Whether a cell relaxed in PBE can be reused for an r2SCAN band gap decides if a second relaxation has to be paid for. For BN and BP the reuse is harmless, since the change of cell moves the gap by only about 0.01 eV. For GaAs it would shift the gap by roughly 0.3 eV, and for InP by more than 0.1 eV. Changing the functional in a fixed cell matters more than the cell in these four compounds: it widens the gap by about half an electronvolt, or less than half of that in BP.

Zincblende crystals (space group F-43m), relaxed in PBE and r2SCAN with symmetry kept, using Ansatz 0.2.0 (plane-wave PAW, scalar-relativistic, no spin polarisation, Gaussian smearing). The cutoff is 420 eV for PBE and 500 eV for r2SCAN; the columns "k mesh" and "smearing width" refer to the PBE runs. Bulk moduli come from third-order Birch–Murnaghan fits. Gaps are read on the k mesh, which can miss the true band edges or a crossing between sampled points; BP and, in r2SCAN, GaP are the most exposed, because their conduction edge lies between the zone centre and the boundary.

```tsv
formula	distinct smearing widths among the runs behind the row (eV)	distinct k-meshes among the runs behind the row	element on site A	Z A	element on site B	Z B	k mesh	smearing width	volume per atom, PBE (Å³)	volume per atom, r2SCAN (Å³)	band gap on mesh, PBE (eV)	band gap on mesh, r2SCAN (eV)	bulk modulus, PBE (GPa)	volume per atom, r2SCAN over volume per atom, PBE, less one (%)
BN	0.02	12x12x12	B	5	N	7	12×12×12	0.02 eV	5.95	5.88	4.463	5.003	371	-1.2
BP	0.02	10x10x10	B	5	P	15	10×10×10	0.02 eV	11.76	11.67	1.252	1.415	162	-0.8
BAs	0.02	10x10x10	B	5	As	33	10×10×10	0.02 eV	13.90	13.68	n/a	1.375	n/a	-1.6
GaP	0.02	8x8x8	Ga	31	P	15	8×8×8	0.02 eV	20.86	20.25	n/a	n/a	n/a	-2.9
GaAs	0.02	12x12x12 / 8x8x8	Ga	31	As	33	12×12×12	0.02 eV	23.71	22.74	0.161	n/a	60.5	-4.1
GaSb	0.1 / 0.02	12x12x12 / 10x10x10	Ga	31	Sb	51	12×12×12	0.1 eV	29.99	28.82	0.000	0.412	44.7	-3.9
InP	0.02	10x10x10 / 8x8x8	In	49	P	15	10×10×10	0.02 eV	26.46	25.77	0.441	1.028	59.3	-2.6
InSb	0.1	12x12x12 / 9x9x9	In	49	Sb	51	12×12×12	0.1 eV	36.51	35.21	0.000	0.000	36.7	-3.6
```

**Two steps from one gap to the other**

r2SCAN gives a smaller cell than PBE in all eight compounds, and a wider gap wherever it finds one and PBE can be compared. The two changes are linked, because a gap depends on volume. With $E$ for the band gap and $V$ for the volume per atom, the rise from PBE to r2SCAN splits into two steps:

$$\Delta E = \left[E_{\mathrm{PBE}}(V_{\mathrm{r2SCAN}})-E_{\mathrm{PBE}}(V_{\mathrm{PBE}})\right]+\left[E_{\mathrm{r2SCAN}}(V_{\mathrm{r2SCAN}})-E_{\mathrm{PBE}}(V_{\mathrm{r2SCAN}})\right]$$

The first bracket shrinks the cell and keeps PBE; the second changes the functional and keeps the cell. PBE gaps computed at a series of volumes supply the middle point by interpolation, with no adjustable constant. The split belongs to this order of steps, so using it to judge a reused cell assumes that r2SCAN gaps respond to volume much as PBE gaps do.

GaAs shows how this works. Its cell shrinks by 4.1%, and near equilibrium the PBE gap widens by 0.074 eV for each per cent of volume lost. The product is $4.1\times0.074\approx0.30$ eV. Interpolation gives 0.31 eV, because the gap opens a little faster as compression proceeds.

The r2SCAN run for GaAs, whose gap is left blank in the table, gives 0.96 eV, against 0.16 eV in PBE. The smaller cell therefore explains a little under two fifths of the rise, and the functional itself the remaining 0.49 eV. In InP the cell's share is about a quarter. A purely geometric explanation fails in both.

**Why the cell matters in GaAs but hardly in BN**

The answer lies in the kind of state that forms the bottom of the conduction band. In GaAs and InP it sits at the centre of the Brillouin zone and is built from s orbitals on both atoms in antibonding combination. The hydrogen molecule is a simpler case of the same effect: pushing the atoms together drives the antibonding level up, away from the bonding one. The likeness covers only this rise, since the top of the valence band in the crystal is p-like and a molecule has no counterpart to the other regions of the zone.

In BN the lowest conduction state lies at the zone boundary point X, and in BP it lies on the way there. Such states contain much p character and move nearly in step with the valence top when the crystal is compressed. The PBE scans show the result: for each per cent of volume lost, the gap of BN widens by 0.010 eV and that of BP narrows by 0.014 eV. These boron compounds also contract by only about 1%, so a weak response meets a small change of cell.

GaP shows the two kinds of state changing places. On the sampled mesh, PBE puts its lowest conduction state at the zone centre, while r2SCAN puts it near X. The gap grows by 0.31 eV between them. Measured from the valence top, the zone-centre state must have risen by at least this amount, and the state near X by at most this amount. The smaller cell and the new functional both act in this comparison, so it does not tell their shares apart.

For a neighbouring compound, the things to look at are its stiffness and the place of its conduction edge. A soft crystal with its edge at the zone centre probably needs its own r2SCAN cell, whereas a stiff one with its edge near X can probably do without.

**Why the gap widens in a fixed cell**

The second step is an electronic effect. r2SCAN uses the kinetic-energy density of the orbitals, so its effective potential acts differently on different orbitals, whereas that of PBE is the same for all. Theory leads one to expect a wider gap from this, because part of the jump in potential on adding an electron, which a PBE gap lacks, is then included. The computed rise at fixed volume is 0.53 eV in BN but only 0.17 eV in BP, although both have their conduction edge towards X. A possible reason is that the nearly non-polar B–P bond spreads valence and conduction states over the same atoms, so that the functional shifts both alike; this is a guess.

**Where a zero hides the shift**

GaSb has no gap in PBE and one of 0.41 eV in r2SCAN. Extending the PBE gaps of its compressed cells to the r2SCAN volume brings the two bands almost level. The smaller cell thus takes PBE to the verge of opening, and the functional provides the gap that is seen. The tabulated rise understates the true movement of the conduction state, because a gap printed as zero does not show how far that state has sunk below the valence top.

InSb is listed with a zero in both functionals, although the real crystal is a semiconductor. The two zeros need not mean the same. Both runs are flagged as metallic under a smearing of 0.1 eV, and a gap narrower than the smearing may be printed as zero, so r2SCAN may already have just parted the bands. In PBE they still touch after a compression of 6%, more than the 3.6% by which r2SCAN shrinks the cell. The smaller cell alone therefore does not open the gap, and any slight opening in r2SCAN needs the change of functional as well. Both functionals are known to underestimate the gaps of such compounds, r2SCAN usually by less.

Spin–orbit coupling is absent from both levels. It can open a gap where bands touch, but in these crystals it would mainly raise the valence top. That would narrow the open gaps of the heavier compounds and could close a very small one in InSb, so it is unlikely to cure these zeros.

**Why the cells shrink unequally**

Softness is the first cause to test. If the change of functional acted like one common extra pressure $p$, each crystal would contract by $p/B$, where $B$ is its bulk modulus. Fitted to the six compounds with a PBE bulk modulus, this gives $p$ of about 1.7 GPa and separates stiff BN and BP from the soft gallium and indium compounds. It misses the volume changes by about 0.8 percentage points (root mean square), and fails worst for GaAs, which was part of the fit.

GaAs and InP make the failure plain, for they are almost equally stiff and yet contract by 4.1% and 2.6%. BN is more than twice as stiff as BP and yet contracts slightly more, while InSb is softer than GaSb and yet contracts slightly less. The choice of elements therefore matters beyond stiffness. Replacing phosphorus by arsenic deepens the contraction beside boron as well as beside gallium, but softness may play a part there, since BAs and GaP have no bulk modulus in the table. Attraction between easily polarised atoms, which r2SCAN describes better than PBE at medium range, may contribute. Its effect cannot be judged from polarisability alone, because the attraction also weakens with distance, and the atoms of InSb, the most easily polarised here, lie furthest apart. These calculations leave the source open. The printed analysis below gives both steps for BN, BP, GaAs and InP, and the fit.

Printed output of the fit:

```
BN, gap rise from the smaller cell, in PBE (eV): 0.01165
BP, gap rise from the smaller cell, in PBE (eV): -0.01005
GaAs, gap rise from the smaller cell, in PBE (eV): 0.3082
InP, gap rise from the smaller cell, in PBE (eV): 0.1447
BN, gap rise from the functional at the r2SCAN volume (eV): 0.5284
BP, gap rise from the functional at the r2SCAN volume (eV): 0.1731
GaAs, gap rise from the functional at the r2SCAN volume (eV): 0.4923
InP, gap rise from the functional at the r2SCAN volume (eV): 0.4423
BN, whole gap rise (eV): 0.54
BP, whole gap rise (eV): 0.163
GaAs, whole gap rise (eV): 0.8004
InP, whole gap rise (eV): 0.587
GaP, whole gap rise (eV): 0.3128
GaAs, share of the rise from the smaller cell (%): 38.5
InP, share of the rise from the smaller cell (%): 24.65
BN, PBE gap change per 1% less volume (eV): 0.009982
BP, PBE gap change per 1% less volume (eV): -0.01379
GaAs, PBE gap change per 1% less volume (eV): 0.0743
InP, PBE gap change per 1% less volume (eV): 0.05553
GaSb, signed PBE gap extrapolated to the r2SCAN volume (eV): -0.02211
fit of volume_change on 6 rows: coefficient of softness -1.653 +/- 0.19; rms 0.751, worst GaAs 1.37, leave-one-out rms 0.967
GaAs, volume change from softness alone (%): -2.732
InP, volume change from softness alone (%): -2.788
P to As beside B, change of the volume change (points): -0.8
P to As beside Ga, change of the volume change (points): -1.2
Ga to In beside P, change of the volume change (points): 0.3
```
